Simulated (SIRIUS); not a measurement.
# KTaO3 (Pm-3m) in SIRIUS: reference runs

How does KTaO3 come out in PBE? The cell is run as given.

Program: SIRIUS 7.12.0. These are calculated values, not measurements. Logs are shortened: lines on timing, memory, paths and dates and some standing lists are left out, and cuts for length are marked. The log counts tension as positive stress, the text compression.

## 1. Starting point

It takes space group Pm-3m (No. 221, cubic). Conventional cell: a = 3.988 Å, b = 3.988 Å, c = 3.988 Å, α = 90.00°, β = 90.00°, γ = 90.00°. Ta (site symmetry m-3m) is surrounded by 6 O at 1.99 Å. K (site symmetry m-3m) is surrounded by 12 O at 2.82 Å. O (site symmetry 4/mmm) has 2 Ta at 1.99 Å as nearest neighbours.

## 2. Single point, PBE

Contents of sirius.json:

```json
{
  "control": {
    "processing_unit": "cpu",
    "std_evp_solver_name": "lapack",
    "gen_evp_solver_name": "lapack",
    "verbosity": 2,
    "print_forces": true,
    "ortho_rf": true,
    "use_second_variation": true,
    "rmt_max": 3.0,
    "num_bands_to_print": 24,
    "save_wf": true
  },
  "parameters": {
    "electronic_structure_method": "full_potential_lapwlo",
    "xc_functionals": ["XC_GGA_X_PBE", "XC_GGA_C_PBE"],
    "core_relativity": "dirac",
    "valence_relativity": "iora",
    "num_fv_states": 39,
    "smearing": "fermi_dirac",
    "smearing_width": 0.0018374661,
    "pw_cutoff": 28,
    "gk_cutoff": 5.29,
    "lmax_apw": 13,
    "lmax_rho": 8,
    "lmax_pot": 8,
    "num_mag_dims": 0,
    "auto_rmt": 0,
    "ngridk": [7, 7, 7],
    "shiftk": [0, 0, 0],
    "num_dft_iter": 80,
    "energy_tol": 1e-07,
    "density_tol": 1e-05,
    "use_symmetry": true
  },
  "settings": {"tol_ne": 1e-10},
  "iterative_solver": {"type": "exact"},
  "mixer": {"type": "anderson", "beta": 0.5, "max_history": 8},
  "unit_cell": {
    "lattice_vectors": [[7.5367947028, 0.0, 0.0], [0.0, 7.5367947028, 0.0], [0.0, 0.0, 7.5367947028]],
    "atom_types": ["K", "O", "Ta"],
    "atom_files": {"K": "K.json", "O": "O.json", "Ta": "Ta.json"},
    "atoms": {"K": [[0.5, 0.5, 0.5]], "O": [[0.0, 0.0, 0.5], [0.0, 0.5, 0.0], [0.5, 0.0, 0.0]], "Ta": [[0.0, 0.0, 0.0]]}
  }
}
```

Contents of K.json:

```json
{
  "name": "potassium",
  "symbol": "K",
  "number": 19,
  "mass": 39.0983,
  "rmin": 1e-06,
  "rmt": 2.05,
  "nrmt": 800,
  "rinf": 22.7,
  "core": "1s2s2p",
  "valence": [
    {"basis": [{"enu": 0.01, "dme": 0, "n": 0, "auto": 0}, {"enu": 0.01, "dme": 1, "n": 0, "auto": 0}]},
    {"l": 0, "n": 1, "basis": [{"enu": 0.11, "dme": 0, "n": 0, "auto": 0}]},
    {"l": 1, "n": 2, "basis": [{"enu": -0.1417, "dme": 0, "n": 0, "auto": 0}]},
    {"l": 2, "n": 3, "basis": [{"enu": 0.11, "dme": 0, "n": 0, "auto": 0}]},
    {"l": 3, "n": 4, "basis": [{"enu": 0.11, "dme": 0, "n": 0, "auto": 0}]}
  ],
  "lo": [
    {"l": 0, "basis": [{"enu": 0.11, "dme": 0, "n": 0, "auto": 0}, {"enu": 0.11, "dme": 1, "n": 0, "auto": 0}]},
    {
      "l": 0,
      "basis": [{"enu": -1.0926, "dme": 0, "n": 3, "auto": 1}, {"enu": -1.0926, "dme": 1, "n": 3, "auto": 1}]
    },
    {
      "l": 0,
      "basis": [{"enu": -1.0926, "dme": 1, "n": 3, "auto": 1}, {"enu": 0.11, "dme": 0, "n": 0, "auto": 0}]
    },
    {"l": 0, "basis": [{"enu": 0.11, "dme": 0, "n": 0, "auto": 0}, {"enu": 3.9173, "dme": 0, "n": 0, "auto": 0}]},
    {
      "l": 1,
      "basis": [{"enu": -0.1417, "dme": 0, "n": 0, "auto": 0}, {"enu": -0.1417, "dme": 1, "n": 0, "auto": 0}]
    },
    {
      "l": 1,
      "basis": [{"enu": -0.1417, "dme": 1, "n": 0, "auto": 0}, {"enu": -0.1417, "dme": 2, "n": 0, "auto": 0}]
    },
    {
      "l": 1,
      "basis": [{"enu": -0.1417, "dme": 0, "n": 0, "auto": 0}, {"enu": 3.1421, "dme": 0, "n": 0, "auto": 0}]
    },
    {"l": 2, "basis": [{"enu": 0.11, "dme": 0, "n": 0, "auto": 0}, {"enu": 0.11, "dme": 1, "n": 0, "auto": 0}]},
    {"l": 2, "basis": [{"enu": 0.11, "dme": 1, "n": 0, "auto": 0}, {"enu": 0.11, "dme": 2, "n": 0, "auto": 0}]},
    {"l": 2, "basis": [{"enu": 0.11, "dme": 0, "n": 0, "auto": 0}, {"enu": 3.8221, "dme": 0, "n": 0, "auto": 0}]},
    {"l": 3, "basis": [{"enu": 0.11, "dme": 0, "n": 0, "auto": 0}, {"enu": 0.11, "dme": 1, "n": 0, "auto": 0}]}
  ],
  "free_atom": [... radial grid and density of the free atom, the start of the SCF ...]
}
```

Contents of O.json:

```json
{
  "name": "oxygen",
  "symbol": "O",
  "number": 8,
  "mass": 15.9994,
  "rmin": 1e-06,
  "rmt": 1.36,
  "nrmt": 800,
  "rinf": 11.55,
  "core": "1s",
  "valence": [
    {"basis": [{"enu": 0.01, "dme": 0, "n": 0, "auto": 0}, {"enu": 0.01, "dme": 1, "n": 0, "auto": 0}]},
    {"l": 0, "n": 1, "basis": [{"enu": -0.1072, "dme": 0, "n": 0, "auto": 0}]},
    {"l": 1, "n": 2, "basis": [{"enu": 0.11, "dme": 0, "n": 0, "auto": 0}]},
    {"l": 2, "n": 3, "basis": [{"enu": 0.11, "dme": 0, "n": 0, "auto": 0}]},
    {"l": 3, "n": 4, "basis": [{"enu": 0.11, "dme": 0, "n": 0, "auto": 0}]}
  ],
  "lo": [
    {
      "l": 0,
      "basis": [{"enu": -0.1072, "dme": 0, "n": 0, "auto": 0}, {"enu": -0.1072, "dme": 1, "n": 0, "auto": 0}]
    },
    {
      "l": 0,
      "basis": [{"enu": -0.1072, "dme": 1, "n": 0, "auto": 0}, {"enu": -0.1072, "dme": 2, "n": 0, "auto": 0}]
    },
    {
      "l": 0,
      "basis": [{"enu": -0.1072, "dme": 0, "n": 0, "auto": 0}, {"enu": 6.3807, "dme": 0, "n": 0, "auto": 0}]
    },
    {"l": 1, "basis": [{"enu": 0.11, "dme": 0, "n": 0, "auto": 0}, {"enu": 0.11, "dme": 1, "n": 0, "auto": 0}]},
    {"l": 1, "basis": [{"enu": 0.11, "dme": 1, "n": 0, "auto": 0}, {"enu": 0.11, "dme": 2, "n": 0, "auto": 0}]},
    {"l": 1, "basis": [{"enu": 0.11, "dme": 0, "n": 0, "auto": 0}, {"enu": 7.5711, "dme": 0, "n": 0, "auto": 0}]},
    {"l": 2, "basis": [{"enu": 0.11, "dme": 0, "n": 0, "auto": 0}, {"enu": 0.11, "dme": 1, "n": 0, "auto": 0}]},
    {"l": 2, "basis": [{"enu": 0.11, "dme": 1, "n": 0, "auto": 0}, {"enu": 0.11, "dme": 2, "n": 0, "auto": 0}]},
    {"l": 2, "basis": [{"enu": 0.11, "dme": 0, "n": 0, "auto": 0}, {"enu": 8.5443, "dme": 0, "n": 0, "auto": 0}]},
    {"l": 3, "basis": [{"enu": 0.11, "dme": 0, "n": 0, "auto": 0}, {"enu": 0.11, "dme": 1, "n": 0, "auto": 0}]}
  ],
  "free_atom": [... radial grid and density of the free atom, the start of the SCF ...]
}
```

Contents of Ta.json:

```json
{
  "name": "tantalum",
  "symbol": "Ta",
  "number": 73,
  "mass": 180.94788,
  "rmin": 1e-06,
[... 27 lines left out ...]
    },
    {
      "l": 1,
      "basis": [{"enu": -1.2003, "dme": 1, "n": 5, "auto": 1}, {"enu": 0.11, "dme": 0, "n": 0, "auto": 0}]
    },
    {"l": 1, "basis": [{"enu": 0.11, "dme": 0, "n": 0, "auto": 0}, {"enu": 3.7125, "dme": 0, "n": 0, "auto": 0}]},
    {"l": 2, "basis": [{"enu": 0.11, "dme": 0, "n": 0, "auto": 0}, {"enu": 0.11, "dme": 1, "n": 0, "auto": 0}]},
    {"l": 2, "basis": [{"enu": 0.11, "dme": 1, "n": 0, "auto": 0}, {"enu": 0.11, "dme": 2, "n": 0, "auto": 0}]},
    {"l": 2, "basis": [{"enu": 0.11, "dme": 0, "n": 0, "auto": 0}, {"enu": 3.1643, "dme": 0, "n": 0, "auto": 0}]},
    {"l": 3, "basis": [{"enu": 0.11, "dme": 0, "n": 0, "auto": 0}, {"enu": 0.11, "dme": 1, "n": 0, "auto": 0}]},
    {
      "l": 3,
      "basis": [{"enu": -0.6747, "dme": 0, "n": 4, "auto": 1}, {"enu": -0.6747, "dme": 1, "n": 4, "auto": 1}]
    },
    {
      "l": 3,
      "basis": [{"enu": -0.6747, "dme": 1, "n": 4, "auto": 1}, {"enu": 0.11, "dme": 0, "n": 0, "auto": 0}]
    },
    {"l": 3, "basis": [{"enu": 0.11, "dme": 0, "n": 0, "auto": 0}, {"enu": 4.6523, "dme": 0, "n": 0, "auto": 0}]},
    {"l": 4, "basis": [{"enu": 0.11, "dme": 0, "n": 0, "auto": 0}, {"enu": 0.11, "dme": 1, "n": 0, "auto": 0}]},
    {"l": 4, "basis": [{"enu": 0.11, "dme": 0, "n": 0, "auto": 0}, {"enu": 3.8691, "dme": 0, "n": 0, "auto": 0}]}
  ],
  "free_atom": [... radial grid and density of the free atom, the start of the SCF ...]
}
```

Contents of sirius_start.json:

```json
{
  "control": {
    "processing_unit": "cpu",
    "std_evp_solver_name": "lapack",
    "gen_evp_solver_name": "lapack",
    "verbosity": 1,
    "print_forces": false,
    "ortho_rf": true,
    "use_second_variation": true,
    "rmt_max": 3.0,
    "num_bands_to_print": 24,
    "save_wf": false
  },
  "parameters": {
    "electronic_structure_method": "full_potential_lapwlo",
    "xc_functionals": ["XC_LDA_X", "XC_LDA_C_PW"],
    "core_relativity": "dirac",
    "valence_relativity": "iora",
    "num_fv_states": 39,
    "smearing": "fermi_dirac",
    "smearing_width": 0.0055123983,
    "pw_cutoff": 28,
    "gk_cutoff": 4.24,
    "lmax_apw": 13,
    "lmax_rho": 8,
    "lmax_pot": 8,
    "num_mag_dims": 0,
    "auto_rmt": 0,
    "ngridk": [3, 3, 3],
    "shiftk": [0, 0, 0],
    "num_dft_iter": 30,
    "energy_tol": 0.01,
    "density_tol": 0.05,
    "use_symmetry": true
  },
  "settings": {"tol_ne": 1e-10},
  "iterative_solver": {"type": "exact"},
  "mixer": {"type": "anderson", "beta": 0.5, "max_history": 8},
  "unit_cell": {
    "lattice_vectors": [[7.5367947028, 0.0, 0.0], [0.0, 7.5367947028, 0.0], [0.0, 0.0, 7.5367947028]],
    "atom_types": ["K", "O", "Ta"],
    "atom_files": {"K": "K.json", "O": "O.json", "Ta": "Ta.json"},
    "atoms": {"K": [[0.5, 0.5, 0.5]], "O": [[0.0, 0.0, 0.5], [0.0, 0.5, 0.0], [0.5, 0.0, 0.0]], "Ta": [[0.0, 0.0, 0.0]]}
  }
}
```

Potentials or basis: all-electron FP-LAPW, apw+lo standard.

Started as:

```console
OMP_NUM_THREADS=1 sirius.scf --input=sirius_start.json --output=start.json
OMP_NUM_THREADS=1 sirius.scf --input=sirius.json --output=output.json --task=1
```

Standard output:

```text
[info] SIRIUS version : 7.12.0
[info] number of MPI ranks           : 1
[info] MPI grid                      : 1 1
[info] maximum number of OMP threads : 1
[fft] FFT context for density and potential
[fft] =====================================
[fft]   plane wave cutoff                     : 28
[fft]   grid size                             : 72 72 72   total : 373248
[fft]   grid limits                           : -35 36   -35 36   -35 36
[fft]   number of G-vectors within the cutoff : 158715
[fft]   number of G-shells                    : 3867
[fft] FFT context for coarse grid
[fft] =====================================
[fft]   plane wave cutoff                     : 10.58
[fft]   grid size                             : 30 30 30   total : 27000
[fft]   grid limits                           : -14 15   -14 15   -14 15
[fft]   number of G-vectors within the cutoff : 8601
[fft]   number of G-shells                    : 264
[unit cell] lattice vectors
[unit cell]   a1 :       7.5367947028      0.0000000000      0.0000000000
[unit cell]   a2 :       0.0000000000      7.5367947028      0.0000000000
[unit cell]   a3 :       0.0000000000      0.0000000000      7.5367947028
[unit cell] reciprocal lattice vectors
[unit cell]   b1 :       0.8336680983      0.0000000000      0.0000000000
[unit cell]   b2 :       0.0000000000      0.8336680983      0.0000000000
[unit cell]   b3 :       0.0000000000      0.0000000000      0.8336680983
[unit cell] unit cell volume :       428.11461754 [a.u.^3]
[unit cell] 1/sqrt(omega)    :         0.04833035
[unit cell] MT volume        :       116.04904613 (27.11%)
[unit cell] IT volume        :       312.06557141 (72.89%)
[unit cell] number of atom types : 3
[unit cell] type id : 0 symbol :  K mt_radius :   2.050000 num_atoms : 1
[unit cell] type id : 1 symbol :  O mt_radius :   1.360000 num_atoms : 3
[unit cell] type id : 2 symbol : Ta mt_radius :   2.260000 num_atoms : 1
[unit cell] total number of atoms : 5
[unit cell] number of symmetry classes : 3
[unit cell] atom id  type id  class id             position                      vector_field
[unit cell] ------------------------------------------------------------------------------------------
[... 528 lines left out ...]
wrong number of electrons
  obtained value : 116
  target value : 116
  difference : 2.48247e-05
  total core leakage : 2.11182e-05
    atom class : 0, core leakage : 2.71219e-06
    atom class : 1, core leakage : 2.05224e-06
    atom class : 2, core leakage : 1.22493e-05
[find] Charges and magnetic moments
[find] --------------------------------------------------------------------------------
[find] atom      charge    core leakage
[find] --------------------------------------------------------------------------------
[find]    0   17.078780    2.712187e-06
[find]    1    6.394647    2.052239e-06
[find]    2    6.394647    2.052239e-06
[find]    3    6.394647    2.052239e-06
[find]    4   69.973588    1.224926e-05
[find] total core leakage    : 2.11181653e-05
[find] interstitial charge   : 9.763665
[find] total charge          : 115.999975
[find] Energy
[find] --------------------------------------------------------------------------------
[find] valence_eval_sum               :     -19.93877964
[find] core_eval_sum                  :  -10004.81325115
[find] kinetic energy                 :   18374.09373227
[find] enuc                           :  -20498.11643108
[find] <rho|V^{XC}>                   :    -491.95401000
[find] <rho|E^{XC}>                   :    -376.81985931
[find] <mag|B^{XC}>                   :       0.00000000
[find] <rho|V^{H}>                    :  -27906.89175245
[find] smearing (-TS)                 :      -0.00000000
[find] SCF correction                 :       0.00000786
[find] Total energy                   :  -16454.28842648 (Ha),  -32908.57685295 (Ry)
[find] Free energy (E-TS)             :  -16454.28842648 (Ha),  -32908.57685295 (Ry)
[find] band gap (eV)                  :       2.29762889
[find] Efermi                         :       0.26623374
[ground_state]
[ground_state] ==== total Forces in Ha/bohr =====
[ground_state] atom:    0, force:       0.0000000      0.0000000      0.0000000
[ground_state] atom:    1, force:       0.0000000      0.0000000      0.0000000
[ground_state] atom:    2, force:       0.0000000      0.0000000      0.0000000
[ground_state] atom:    3, force:       0.0000000      0.0000000      0.0000000
[ground_state] atom:    4, force:       0.0000000      0.0000000      0.0000000
[ground_state] ==== contribution from density =====
[ground_state] atom:    0, force:       0.0000000      0.0000000      0.0000000
[ground_state] atom:    1, force:       0.0000000      0.0000000      0.0000000
[ground_state] atom:    2, force:       0.0000000      0.0000000      0.0000000
[ground_state] atom:    3, force:       0.0000000      0.0000000      0.0000000
[ground_state] atom:    4, force:       0.0000000      0.0000000      0.0000000
[ground_state] ==== contribution from Hartree potential =====
[ground_state] atom:    0, force:       0.0000000      0.0000000      0.0000000
[ground_state] atom:    1, force:       0.0000000      0.0000000      0.0000000
[ground_state] atom:    2, force:       0.0000000      0.0000000      0.0000000
[ground_state] atom:    3, force:       0.0000000      0.0000000      0.0000000
[ground_state] atom:    4, force:       0.0000000      0.0000000      0.0000000
[ground_state] ==== contribution from IBS =====
[ground_state] atom:    0, force:       0.0000000      0.0000000      0.0000000
[ground_state] atom:    1, force:       0.0000000      0.0000000      0.0000000
[ground_state] atom:    2, force:       0.0000000      0.0000000      0.0000000
[ground_state] atom:    3, force:       0.0000000      0.0000000      0.0000000
[ground_state] atom:    4, force:       0.0000000      0.0000000      0.0000000
```

Wall time 20 min (1 thread of Arm Neoverse V2, shared host); peak memory 1.5 GiB.

What came out:

```
Free energy                                       : -447743.9978 eV
Band gap on the k mesh                            : 2.30 eV, indirect (least direct gap 2.84 eV)
All electrons inside the program's atomic spheres : Ta 69.97; K 17.08; O 6.39 (radii K 2.05, O 1.36, Ta 2.26 bohr)
```

Caveat: spin-orbit coupling is left out, which moves the levels of the heavy elements; an odd mesh through Γ misses points on the zone boundary, where band edges often lie.
